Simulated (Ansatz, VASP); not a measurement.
# Al2O3 (Al2O3 (0001), 3 units) in two plane-wave programs, part 2 of 2

Wanted: the spread between two codes on one cell, functional and k mesh. Of the first pair: The cell is taken from a series of runs on this material, whose earlier steps may have relaxed, scaled, displaced or heated it; both programs get it as it stands.

VASP 6.6.1 and Ansatz 0.2.0.

So far: The structure; Ansatz: single point, PBE, pair 1; VASP: single point, PBE, pair 1; Side by side.

## (5) VASP: single point, PBE, pair 2

Level of this step: PBE; plane waves and PAW (Al, O) (VASP).

With cell and atoms fixed, the geometry can't cause a difference; cores, projectors, grids and the points listed under the comparison can. This pair takes another cell of the material, with 20 atoms against 15 for the pair before.

The input, INCAR:

```
SYSTEM = Al2O3
PREC = Accurate
ENCUT = 520
EDIFF = 1E-06
NELM = 120
ISMEAR = 0
SIGMA = 0.01
LREAL = .FALSE.
ALGO = Normal
GGA = PE
NBANDS = 68
LORBIT = 11
LWAVE = .FALSE.
LCHARG = .FALSE.
ISIF = 2
LDIPOL = .TRUE.
IDIPOL = 3
DIPOL = 0.5 0.5 0.5
LVHAR = .TRUE.
LASPH = .TRUE.
GGA_COMPAT = .FALSE.
EFERMI = MIDGAP
NELMDL = -8
KPAR = 4
```

The input, POSCAR:

```
Al2O3
1.0
    4.7590000020      0.0000000000      0.0000000000
   -2.3795000010      4.1214148983      0.0000000000
    0.0000000000      0.0000000000     26.1750400000
Al O
8 12
Direct
    0.6666666667      0.3333333333      0.3691489844
    0.3333333334      0.6666666666      0.4080185843
    0.0000000000      1.0000000000      0.4186464138
    0.6666666667      0.3333333333      0.4920739058
    0.3333333334      0.6666666666      0.5079260942
    0.0000000000      1.0000000000      0.5813535862
    0.6666666667      0.3333333333      0.5919814157
    0.3333333334      0.6666666666      0.6308510156
    0.3062219967      0.9831089788      0.3740171284
    0.0168910212      0.3231130178      0.3740171284
    0.6768869822      0.6937780033      0.3740171284
    0.0206071458      0.6649743874      0.4574106312
    0.3350256126      0.3556327583      0.4574106312
    0.6443672417      0.9793928542      0.4574106312
    0.9793928543      0.3350256125      0.5425893688
    0.6649743875      0.6443672417      0.5425893688
    0.3556327583      0.0206071457      0.5425893688
    0.6937780033      0.0168910211      0.6259828716
    0.9831089789      0.6768869821      0.6259828716
    0.3231130179      0.3062219967      0.6259828716
```

The input, KPOINTS:

```
Automatic mesh
0
Gamma
6 6 1
0 0 0
```

The projector-augmented-wave data sets are Al and O (PBE family, release 64).

Launch:

```bash
$ mpirun -np 4 vasp_std
```

Numbers of over 12 decimals in the logs are rounded to 6 here.

Output:

```text
[banner, memory and clock lines left out]
running    4 mpi-ranks, on    1 nodes
[...]
|                                                                             |
|               ----> ADVICE to this user running VASP <----                  |
|                                                                             |
|     You have a (more or less) 'large supercell' and for larger cells it     |
|     might be more efficient to use real-space projection operators.         |
|     Therefore, try LREAL= Auto in the INCAR file.                           |
|     Mind: For very accurate calculation, you might also keep the            |
|     reciprocal projection scheme (i.e. LREAL=.FALSE.).                      |
|                                                                             |

 LDA part: xc-table for (Slater+PW92), standard interpolation
 POSCAR, INCAR and KPOINTS ok, starting setup
[...]
entering main loop
       N       E                     dE             d eps       ncg     rms          rms(c)
DAV:   1     0.875138028980E+03    0.87514E+03   -0.42469E+04  1112   0.117E+03
DAV:   2    -0.381431162102E+02   -0.91328E+03   -0.86638E+03  1484   0.304E+02
DAV:   3    -0.162630758288E+03   -0.12449E+03   -0.12371E+03  1344   0.117E+02
DAV:   4    -0.165422199698E+03   -0.27914E+01   -0.27839E+01  1368   0.208E+01
[...]
DAV:  27    -0.145474978401E+03   -0.28893E-05   -0.31908E-08   856   0.607E-04    0.183E-04
DAV:  28    -0.145474979405E+03   -0.10047E-05   -0.85257E-09   824   0.353E-04    0.109E-04
DAV:  29    -0.145474979586E+03   -0.18039E-06   -0.18899E-09   808   0.204E-04
   1 F= -.14547498E+03 E0= -.14547498E+03  d E =0.000000E+00
```

Parts of OUTCAR (step 5):

```text
  Total       16.6708572     16.6708572     -0.2509742     -0.0000001      0.0000000      0.0000000
  in kB       52.0258419     52.0258419     -0.7832318     -0.0000002      0.0000000      0.0000000
  external PRESSURE =      34.4228173 kB  Pullay stress =       0.0000000 kB

 POSITION                                       TOTAL-FORCE (eV/Angst)
 -----------------------------------------------------------------------------------
      2.37950      1.37380      9.66249        -0.000000      0.000000     -0.041057
      0.00000      2.74761     10.67990        -0.000000      0.000000     -0.016817
      0.00000      0.00000     10.95809        -0.000000      0.000000     -0.015439
      2.37950      1.37380     12.88005        -0.000000      0.000000     -0.002972
      0.00000      2.74761     13.29499        -0.000000      0.000000      0.002972
      0.00000      0.00000     15.21695        -0.000000      0.000000      0.015439
      2.37950      1.37380     15.49514        -0.000000      0.000000      0.016817
      0.00000      2.74761     16.51255        -0.000000      0.000000      0.041057
     -0.88200      4.05180      9.78991        -0.014528     -0.020901      0.019866
     -0.68846      1.33168      9.78991         0.025365     -0.002131      0.019866
      1.57046      2.85935      9.78991        -0.010837      0.023032      0.019866
     -1.48424      2.74064     11.97274         0.001681      0.001535      0.001323
      0.74816      1.46571     11.97274        -0.002170      0.000688      0.001323
      0.73608      4.03648     11.97274         0.000489     -0.002223      0.001323
[...]
-----------------------------------------------------------------------------------
    total drift:                               -0.000003      0.000002      0.000000

  FREE ENERGIE OF THE ION-ELECTRON SYSTEM (eV)
  ---------------------------------------------------
  free  energy   TOTEN  =      -145.4749795856 eV

  energy  without entropy=     -145.4749795856  energy(sigma->0) =     -145.47497959

[... 3 further parts left out ...]
[key lines of the parts left out:]
E-fermi :   0.0486
```

## (6) Ansatz: single point, PBE, pair 2

The same cell, functional and mesh now go to Ansatz, which takes its cutoff from its data sets.

The cell is taken from a series of runs on this material, whose earlier steps may have relaxed, scaled, displaced or heated it; both programs get it as it stands.

The input, input.yaml:

```yaml
crystal:
  lattice:
    - [4.759000002, 0.0, 0.0]
    - [-2.379500001, 4.1214148983, 0.0]
    - [0.0, 0.0, 26.17504]
  atoms:
    - { symbol: Al, position: [0.6666666667, 0.3333333333, 0.3691489842] }
    - { symbol: O, position: [0.3062219965, -0.0168910215, 0.3740171285] }
    - { symbol: O, position: [0.0168910215, 0.323113018, 0.3740171285] }
    - { symbol: O, position: [0.676886982, 0.6937780035, 0.3740171285] }
    - { symbol: Al, position: [0.3333333333, 0.6666666667, 0.4080185845] }
    - { symbol: Al, position: [0.0, 0.0, 0.418646414] }
    - { symbol: O, position: [0.0206071458, 0.6649743874, 0.457410631] }
    - { symbol: O, position: [0.3350256126, 0.3556327584, 0.457410631] }
    - { symbol: O, position: [0.6443672416, 0.9793928542, 0.457410631] }
    - { symbol: Al, position: [0.6666666667, 0.3333333333, 0.492073906] }
    - { symbol: Al, position: [0.3333333333, 0.6666666667, 0.5079260944] }
    - { symbol: O, position: [0.9793928543, 0.3350256125, 0.5425893685] }
    - { symbol: O, position: [0.6649743875, 0.6443672418, 0.5425893685] }
    - { symbol: O, position: [0.3556327582, 0.0206071457, 0.5425893685] }
    - { symbol: Al, position: [0.0, 0.0, 0.5813535864] }
    - { symbol: Al, position: [0.6666666667, 0.3333333333, 0.5919814159] }
    - { symbol: O, position: [0.6937780031, 0.0168910208, 0.6259828718] }
    - { symbol: O, position: [-0.0168910208, 0.6768869823, 0.6259828718] }
    - { symbol: O, position: [0.3231130177, 0.3062219969, 0.6259828718] }
    - { symbol: Al, position: [0.3333333333, 0.6666666667, 0.6308510155] }
kpoints:
  mp_grid: { grid: [6, 6, 1] }
hamiltonian:
  xc: pbe
scf:
  occupations: { method: fixed }
  convergence: { dr2_threshold: 1.0e-09 }
efield:
  axis: 3
  dipole_correction: true
  ramp_position: 0.97
  ramp_width: 0.06
output:
  eigenvalues: true
  write_potential: true
  write_density: true
  volumetric_format: npy
  elf: true
```

Launch:

```bash
$ ansatz run input.yaml --threads 4 --pin off --max-ram 16384MiB --backend cpu --events-out ev --progress --plain --runs-dir out
```

Output:

```text
[...]
Crystal: 20 atoms, lattice volume = 513.392 Å³
Basis set: ecut = 420 eV, 9921 PW (Γ)
Bands: 68, of which v1, the nominal top of the filled ones, is band 48 counted from 1 (47 counted from 0)
Symmetry: 3 space group operations
k-points: 8 of 36 (time reversal used)
[...]
k-point 1: bands = [... 44 lower, -2.0334, -1.8376, -1.8089, -1.7220, 3.1960, 3.3461, 4.8227, 5.2152, ... 16 higher]
  k-point 2: bands = [... 44 lower, -2.1937, -1.9479, -1.8394, -1.8343, 3.7571, 3.7816, 5.5541, 5.8388, ... 16 higher]
  k-point 7: bands = [... 44 lower, -2.1897, -2.1656, -1.7989, -1.7989, 4.1279, 4.1279, 6.4731, 6.4731, ... 16 higher]
[key lines of the parts left out:]
SCF converged after 8 iterations
Free energy (F): -11135.120074 eV
Fermi energy:    -1.707401 eV
Dipole field:    D = 0.000000 V/Å  (p = 0.000000 e·Å, saw-weighted, corrected)
Work function:   Φ+ = 6.3334 eV   Φ− = 6.3335 eV
```

## (7) Differences

The two programs side by side:

```tsv
quantity	Ansatz	VASP	difference
gap on the k mesh (eV)	4.600	4.604	-0.004
```

A gap on the mesh is an upper bound, since the band edges may lie between its points. With vacuum in the cell, a pressure given here is an average over mostly empty space and none of the material.

## (8) Ansatz: relaxation, PBE

The two programs are compared at the cell with which this relaxation starts, whose forces are those of its first step. This pair takes another cell of the material, with 25 atoms against 20 for the pair before.

The structure compared here is the start of the Ansatz relaxation; VASP solves that cell, so the two are compared at the walk's first step.

The input, input.yaml:

```yaml
crystal:
  lattice:
    - [4.759, 0.0, 0.0]
    - [-2.3795, 4.1214149, 0.0]
    - [0.0, 0.0, 28.34004]
  atoms:
    - { symbol: Al, position: [0.66666667, 0.33333333, 0.3175718877] }
    - { symbol: O, position: [0.306, 0.0, 0.3472126363] }
    - { symbol: O, position: [0.0, 0.306, 0.3472126363] }
    - { symbol: O, position: [0.694, 0.694, 0.3472126363] }
    - { symbol: Al, position: [0.33333333, 0.66666667, 0.3768533848] }
    - { symbol: Al, position: [0.0, 0.0, 0.3939655696] }
    - { symbol: O, position: [0.02733333, 0.66666667, 0.4236063181] }
    - { symbol: O, position: [0.33333333, 0.36066667, 0.4236063181] }
    - { symbol: O, position: [0.63933333, 0.97266667, 0.4236063181] }
    - { symbol: Al, position: [0.66666667, 0.33333333, 0.4532470667] }
    - { symbol: Al, position: [0.33333333, 0.66666667, 0.4703592514] }
    - { symbol: O, position: [0.97266667, 0.33333333, 0.5] }
    - { symbol: O, position: [0.66666667, 0.63933333, 0.5] }
    - { symbol: O, position: [0.36066667, 0.02733333, 0.5] }
    - { symbol: Al, position: [0.0, 0.0, 0.5296407486] }
    - { symbol: Al, position: [0.66666667, 0.33333333, 0.5467529333] }
    - { symbol: O, position: [0.694, 0.0, 0.5763936819] }
    - { symbol: O, position: [0.0, 0.694, 0.5763936819] }
    - { symbol: O, position: [0.306, 0.306, 0.5763936819] }
    - { symbol: Al, position: [0.33333333, 0.66666667, 0.6060344304] }
    - { symbol: Al, position: [0.0, 0.0, 0.6231466152] }
    - { symbol: O, position: [0.63933333, 0.66666667, 0.6527873637] }
    - { symbol: O, position: [0.33333333, 0.97266667, 0.6527873637] }
    - { symbol: O, position: [0.02733333, 0.36066667, 0.6527873637] }
    - { symbol: Al, position: [0.66666667, 0.33333333, 0.6824281123] }
kpoints:
  mp_grid: { grid: [6, 6, 1] }
hamiltonian:
  xc: pbe
scf:
  occupations: { method: fixed }
  convergence: { dr2_threshold: 1.0e-09 }
efield:
  axis: 3
  dipole_correction: true
  ramp_position: 0.97
  ramp_width: 0.06
relax:
  f_tol: 0.003
  max_steps: 100
output:
  write_potential: true
  write_density: true
  volumetric_format: npy
```

Output:

```text
[...]
Crystal: 25 atoms, lattice volume = 555.856 Å³
Basis set: ecut = 420 eV, 10745 PW (Γ), exchange–correlation on 64×64×384 points (8 copies of the dense FFT grid, shifted against one another)
Bands: 85, of which v1, the nominal top of the filled ones, is band 60 counted from 1 (59 counted from 0)
Symmetry: 3 space group operations
[...]
- { symbol: O, position: [0.311652, 0.311295, 0.578084] }
    - { symbol: Al, position: [0.333333, 0.666667, 0.614126] }
[...]
- { symbol: O, position: [0.656950, 0.683639, 0.655146] }
    - { symbol: O, position: [0.316361, 0.973310, 0.655146] }
    - { symbol: O, position: [0.026690, 0.343050, 0.655146] }
    - { symbol: Al, position: [0.666667, 0.333333, 0.660004] }
[key lines of the parts left out:]
SCF converged after 5 iterations
Free energy (F): -13919.908376 eV
Fermi energy:    -0.939463 eV
Dipole field:    D = -0.000000 V/Å  (p = -0.000000 e·Å, saw-weighted, corrected)
Work function:   Φ+ = 6.2822 eV   Φ− = 6.2821 eV
```

## (9) VASP: single point, PBE, start cell, pair 3

The same cell, functional and mesh now go to VASP, with its own data sets.

Edit INCAR of step 5 so:

```diff
@@ -10,3 +10,3 @@
 GGA = PE
-NBANDS = 68
+NBANDS = 80
 LORBIT = 11
```

The input, POSCAR:

```
Al2O3
1.0
    4.7590000000      0.0000000000      0.0000000000
   -2.3795000000      4.1214149000      0.0000000000
    0.0000000000      0.0000000000     28.3400400000
Al O
10 15
Direct
    0.6666666707      0.3333333414      0.3175718877
    0.3333333374      0.6666666747      0.3768533848
    0.0000000040      0.0000000081      0.3939655696
    0.6666666707      0.3333333414      0.4532470667
    0.3333333374      0.6666666747      0.4703592514
    0.0000000040      0.0000000081      0.5296407486
    0.6666666707      0.3333333414      0.5467529333
    0.3333333374      0.6666666747      0.6060344304
    0.0000000040      0.0000000081      0.6231466152
    0.6666666707      0.3333333414      0.6824281123
    0.3060000049      0.0000000060      0.3472126363
    0.0000000060      0.3060000110      0.3472126363
    0.6940000011      0.6940000072      0.3472126363
    0.0273333365      0.6666666767      0.4236063181
    0.3333333353      0.3606666718      0.4236063181
    0.6393333403      0.9726666756      0.4236063181
    0.9726666756      0.3333333414      0.5000000000
    0.6666666707      0.6393333463      0.5000000000
    0.3606666658      0.0273333365      0.5000000000
    0.6940000011      0.0000000060      0.5763936819
    0.0000000060      0.6940000072      0.5763936819
    0.3060000049      0.3060000110      0.5763936819
    0.6393333403      0.6666666767      0.6527873637
    0.3333333353      0.9726666756      0.6527873637
    0.0273333365      0.3606666718      0.6527873637
```

KPOINTS is that of step 5.

Launch:

```bash
$ mpirun -np 4 vasp_std
```

Output:

```text
[banner, memory and clock lines left out]
running    4 mpi-ranks, on    1 nodes
[...]
[... a notice as in an earlier step ...]

 LDA part: xc-table for (Slater+PW92), standard interpolation
 POSCAR, INCAR and KPOINTS ok, starting setup
[...]
entering main loop
       N       E                     dE             d eps       ncg     rms          rms(c)
DAV:   1     0.107896549856E+04    0.10790E+04   -0.54644E+04  1120   0.127E+03
DAV:   2    -0.484652290289E+02   -0.11274E+04   -0.10790E+04  1504   0.318E+02
DAV:   3    -0.203589582835E+03   -0.15512E+03   -0.15434E+03  1344   0.125E+02
DAV:   4    -0.207346732928E+03   -0.37572E+01   -0.37476E+01  1416   0.226E+01
[...]
DAV:  28    -0.178381740934E+03   -0.99136E-05   -0.85242E-07   792   0.514E-03    0.189E-03
DAV:  29    -0.178381750040E+03   -0.91060E-05   -0.13428E-06   816   0.452E-03    0.867E-04
DAV:  30    -0.178381751026E+03   -0.98632E-06   -0.17849E-07   832   0.154E-03
   1 F= -.17838175E+03 E0= -.17838175E+03  d E =-.145089-107
```

OUTCAR, selected parts (step 9):

```text
  Total        7.1604048      7.1604048    -10.0903207      0.0000000      0.0000000      0.0000000
  in kB       20.6388576     20.6388577    -29.0839273      0.0000000      0.0000000      0.0000000
  external PRESSURE =       4.0645960 kB  Pullay stress =       0.0000000 kB

 POSITION                                       TOTAL-FORCE (eV/Angst)
 -----------------------------------------------------------------------------------
      2.37950      1.37380      9.00000         0.000000     -0.000000      6.437456
      0.00000      2.74761     10.68004         0.000000     -0.000000     -0.905520
     -0.00000      0.00000     11.16500         0.000000     -0.000000     -2.089041
      2.37950      1.37380     12.84504         0.000000      0.000000     -0.185579
      0.00000      2.74761     13.33000         0.000000      0.000000     -0.024839
     -0.00000      0.00000     15.01004         0.000000     -0.000000      0.024839
      2.37950      1.37380     15.49500         0.000000      0.000000      0.185579
      0.00000      2.74761     17.17504         0.000000      0.000000      2.089041
     -0.00000      0.00000     17.66000         0.000000      0.000000      0.905520
      2.37950      1.37380     19.34004         0.000000      0.000000     -6.437456
      1.45625      0.00000      9.84002         1.878979      0.594892     -1.501428
     -0.72813      1.26115      9.84002        -1.454681      1.329798     -1.501428
      1.65137      2.86026      9.84002        -0.424298     -1.924690     -1.501428
     -1.45625      2.74761     12.00502        -0.094249      0.137407      0.123151
[...]
-----------------------------------------------------------------------------------
    total drift:                                0.000000     -0.000542      0.000207

  FREE ENERGIE OF THE ION-ELECTRON SYSTEM (eV)
  ---------------------------------------------------
  free  energy   TOTEN  =      -178.3817510265 eV

  energy  without entropy=     -178.3817510265  energy(sigma->0) =     -178.38175103

[... 3 further parts left out ...]
[key lines of the parts left out:]
E-fermi :   0.7766
```

## (10) Comparison

Forces on 8 of the 25 atoms, those with the largest forces and the largest differences (eV/Å; atoms numbered as in POSCAR):

```tsv
atom	Ansatz x, y, z	VASP x, y, z
Al1	0.000, 0.000, 6.466	0.000, 0.000, 6.437
Al3	0.000, 0.000, -2.069	0.000, 0.000, -2.089
Al10	0.000, 0.000, -6.466	0.000, 0.000, -6.437
O11	1.882, 0.604, -1.517	1.879, 0.595, -1.501
O12	-1.464, 1.328, -1.517	-1.455, 1.330, -1.501
O13	-0.418, -1.932, -1.517	-0.424, -1.925, -1.501
O23	1.882, -0.604, 1.517	1.879, -0.595, 1.501
O25	-1.464, -1.328, 1.517	-1.455, -1.330, 1.501
```

The forces differ by 7.9 meV/Å r.m.s., which is 0.6 % of the r.m.s. force of 1.319 eV/Å (both taken over all components). With vacuum in the cell, a pressure given here is an average over mostly empty space and none of the material.

## (11) Summary of results

```yaml
difference_in_gap_on_the_k_mesh_single_point_pbe_pair_1: -0.0070 eV
difference_in_gap_on_the_k_mesh_single_point_pbe_pair_2: -0.0043 eV
r_m_s_force_difference_single_point_pbe_start_cell_pair_3: 0.60 % of the r.m.s. force
```

In words: The r.m.s. force difference is 0.60 % of the r.m.s. force (single point, PBE, start cell, pair 3), within the 3 % picked in this series as the mark of a large difference. 5 further runs of this series are not shown here. Such differences can come from data sets, numerical settings and the points named under the comparisons, not from the functional's error against experiment.

[Lines on the potential files, build, host, timing and source positions are cut from VASP's logs without a mark.]

[Logs are printed without paths, hosts, clocks, repeated set-up lines and the standing remarks that a program may print on its own settings, such as how far it seeks lower states.]

[Hosts, paths, dates, database ids (printed as entryN), source tags and the programs' standing remarks are cut or masked in the printed files.]
